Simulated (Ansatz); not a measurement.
This log comes from Ansatz, run on O (P2/c) from a database of computed structures. The input holds the cell as the database lists it.

Structure:
```
O
1.0
     3.89226    0.00000    0.00000
     0.00000    3.78946    0.00000
    -0.99666    0.00000    2.95341
O
4
Direct
  0.33297 0.69412 0.68129
  0.66703 0.69412 0.81871
  0.66703 0.30588 0.31871
  0.33297 0.30588 0.18130
```

What the program printed (shortened):
```
Functional definition: PBE
Crystal: 4 atoms, lattice volume = 43.562 Å³
Basis set: ecut = 420 eV, 857 PW (Γ)
Bands: 16, of which v1, the nominal top of the filled ones, is band 12 counted from 1 (11 counted from 0)
Symmetry: 4 space group operations
Space group: P2/c (ITA 13)
k-points: 104 of 288
preconditioner: auto → none  [insulator: Δε(μ)=0.487 eV  σ=0.020 eV  ℏωp=27.6 eV]
SCF 1 converged in 6 iterations: F = -2260.098702 eV  dr2 = 2.99e-9
relax step 1: F+E_penalty+E_count = -2260.09870240 eV  max|allowed force component| = 1.207e0 eV/Å  Δτ_max = 0.0000 Å  P = -1.021 GPa  Ω = 43.562 Å³
SCF 2 converged in 6 iterations: F = -2260.137246 eV  dr2 = 3.16e-9
relax step 2: F+E_penalty+E_count = -2260.13724586 eV  max|allowed force component| = 2.225e-1 eV/Å  Δτ_max = 0.0547 Å  P = -1.117 GPa  Ω = 47.994 Å³
SCF 3 converged in 4 iterations: F = -2260.144465 eV  dr2 = 2.90e-7
relax step 3: F+E_penalty+E_count = -2260.14446487 eV  max|allowed force component| = 1.016e-1 eV/Å  Δτ_max = 0.0175 Å  P = -0.627 GPa  Ω = 47.864 Å³
SCF 4 converged in 4 iterations: F = -2260.149569 eV  dr2 = 3.81e-8
relax step 4: F+E_penalty+E_count = -2260.14956896 eV  max|allowed force component| = 4.363e-2 eV/Å  Δτ_max = 0.0056 Å  P = -0.279 GPa  Ω = 47.419 Å³
SCF 5 converged in 3 iterations: F = -2260.150496 eV  dr2 = 2.77e-7
relax step 5: F+E_penalty+E_count = -2260.15049580 eV  max|allowed force component| = 7.332e-3 eV/Å  Δτ_max = 0.0010 Å  P = -0.025 GPa  Ω = 47.334 Å³
SCF 6 converged in 4 iterations: F = -2260.150673 eV  dr2 = 2.71e-9
relax step 6: F+E_penalty+E_count = -2260.15067283 eV  max|allowed force component| = 2.371e-2 eV/Å  Δτ_max = 0.0021 Å  P = -0.025 GPa  Ω = 47.309 Å³
SCF 7 converged in 3 iterations: F = -2260.150771 eV  dr2 = 4.69e-8
relax step 7: F+E_penalty+E_count = -2260.15077074 eV  max|allowed force component| = 1.653e-3 eV/Å  Δτ_max = 0.0011 Å  P = +0.017 GPa  Ω = 47.301 Å³
[…]
relax step 23: F+E_penalty+E_count = -2260.22579536 eV  max|allowed force component| = 1.023e-3 eV/Å  Δτ_max = 0.0016 Å  P = +0.003 GPa  Ω = 54.256 Å³
SCF 24 converged in 5 iterations: F = -2260.228343 eV  dr2 = 4.87e-12
relax step 24: F+E_penalty+E_count = -2260.22834331 eV  max|allowed force component| = 8.602e-4 eV/Å  Δτ_max = 0.0000 Å  P = +0.026 GPa  Ω = 54.256 Å³  (SCF on a basis re-selected at this cell)
SCF 25 converged in 4 iterations: F = -2260.227185 eV  dr2 = 8.84e-9
relax step 25: F+E_penalty+E_count = -2260.22718460 eV  max|allowed force component| = 2.261e-3 eV/Å  Δτ_max = 0.0035 Å  P = +0.006 GPa  Ω = 54.441 Å³
SCF 26 converged in 5 iterations: F = -2260.228522 eV  dr2 = 1.35e-12
relax step 26: F+E_penalty+E_count = -2260.22852230 eV  max|allowed force component| = 2.135e-3 eV/Å  Δτ_max = 0.0000 Å  P = +0.019 GPa  Ω = 54.441 Å³  (SCF on a basis re-selected at this cell)
SCF 27 converged in 4 iterations: F = -2260.227732 eV  dr2 = 4.29e-9
relax step 27: F+E_penalty+E_count = -2260.22773210 eV  max|allowed force component| = 3.374e-3 eV/Å  Δτ_max = 0.0026 Å  P = +0.007 GPa  Ω = 54.563 Å³
SCF 28 converged in 5 iterations: F = -2260.228693 eV  dr2 = 1.15e-12
relax step 28: F+E_penalty+E_count = -2260.22869301 eV  max|allowed force component| = 3.319e-3 eV/Å  Δτ_max = 0.0000 Å  P = +0.015 GPa  Ω = 54.563 Å³  (SCF on a basis re-selected at this cell)
SCF converged after 5 iterations
Free energy (F): -2260.228693 eV
Fermi energy:    1.029546 eV
--- Per-component energies (eV) ---
  E_band       = -226.101005
  E_kinetic    = 685.607618
  E_local      = -2098.032400
  E_nonlocal   = 193.021370
  E_hartree    = 749.029313
  E_xc         = -288.257439
  E_vxc        = -367.270944
  E_paw        = -627.565859
  E_vpaw       = -137.494489
  E_ewald      = -873.805295
  E_disp       = -0.235191
--- Forces (eV/Å), atoms counted from 1 ---
  atom   1  O     -0.00332      0.00018    -0.00140
  atom   2  O       0.00332      0.00018      0.00140
  atom   3  O       0.00332    -0.00018      0.00140
  atom   4  O     -0.00332    -0.00018    -0.00140
--- Stress (GPa, compression-positive) ---
        0.027099       0.000000      -0.012498
        0.000000       0.041600       0.000000
       -0.012499       0.000000      -0.022845
  P = ⅓ Tr σ = 0.0153 GPa (0.153 kbar)
--- Relaxed structure (21 steps of the walk, 21 accepted, 7 SCFs on fresh bases) ---
  F+E_penalty+E_count = -2260.22869301 eV   max|allowed force component| = 3.319e-3 eV/Å
  cell:  # Å, volume = 54.5634 Å³
    - [4.348579, 0.000000, 0.070818]
    - [0.000000, 4.310699, 0.000000]
    - [-1.059766, 0.000000, 2.893501]
  atoms:
    - { symbol: O, position: [0.352141, 0.671686, 0.681418] }
    - { symbol: O, position: [0.647859, 0.671686, 0.818582] }
    - { symbol: O, position: [0.647859, 0.328314, 0.318582] }
    - { symbol: O, position: [0.352141, 0.328314, 0.181418] }
```

Q: Which of these blocks stood in the input: relax, gw, phonons, dielectric, magnetization (spin_orbit)?

A: relax. The relax steps with a changing cell volume need the relax block with cell.

Q: Which k mesh was typed?

A: 6×6×8, Γ-centred. This is one of several that fit.

Q: How were the bands filled?

A: With smearing of width σ = 0.02 eV (Fermi-Dirac in this run).

Run as `ansatz run input.yaml --threads 2 --pin off --max-ram 2211MiB --backend cpu --events-out ev --progress --plain --runs-dir out`. Wall time 46 s on 2 threads of Arm Neoverse V2, on a shared host, load about 1.0 per core; peak host memory 0.39 GiB.

The values are computed, spin-unpolarised, and not measurements.
